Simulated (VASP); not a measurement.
Input of a VASP 6.6.1 run:

The input INCAR:

```
PREC = Accurate
ENCUT = 600
EDIFF = 1E-6
ISMEAR = 0
SIGMA = 0.02
LREAL = False
LASPH = True
NELM = 80
ALGO = Fast
ISIF = 3
LWAVE = False
LCHARG = False
IBRION = 2
NSW = 70
EDIFFG = -0.005
```

The input KPOINTS:

```
regular mesh
0
Gamma
  8 8 8
```

POSCAR

```
Li2O
1.0
    0.0000000000      2.3130253907      2.3130253907
    2.3130253907      0.0000000000      2.3130253907
    2.3130253907      2.3130253907      0.0000000000
Li O
2 1
Direct
    0.2500000000      0.2500000000      0.2500000000
    0.7500000000      0.7500000000      0.7500000000
    0.0000000000      0.0000000000      0.0000000000
```

Potentials or basis: VASP PAW LDA potentials, release 64 (Li_sv, O).

Command:

```bash
$ cat potpaw_LDA.64/Li_sv/POTCAR potpaw_LDA.64/O/POTCAR > POTCAR
$ mpirun -np 1 vasp_std > vasp.out
```

Problem. Predict the relaxed volume.

Solution. 7.51 Å³/atom.

Problem. What does it give for the relaxed cell?

Solution. a = 3.171 Å, b = 3.171 Å, c = 3.171 Å, α = 60.00°, β = 60.00°, γ = 60.00°.

Problem. What does it give for the band gap on the k mesh?

Solution. 4.96 eV, indirect (least direct gap 5.94 eV).

Problem. What does it give for the space group after relaxing (to 0.05 Å)?

Solution. Fm-3m (No. 225).

The path:
| step | energy change (eV) | largest force (eV/Å) | pressure (GPa) | volume (Å³) |
| --- | --- | --- | --- | --- |
| 1 | 0.0000 | 0.0000 | -7.25 | 24.75 |
| 2 | -0.0441 | 0.0000 | -3.45 | 23.44 |
| 3 | -0.0535 | 0.0000 | 0.26 | 22.47 |
| 4 | -0.0536 | 0.0000 | 0.08 | 22.54 |

Caveat: the cutoff is under 1.25 times the usual one of these potentials, so pressure, stress and relaxed cells hold a basis-set (Pulay) error. A k mesh can miss the band edges.
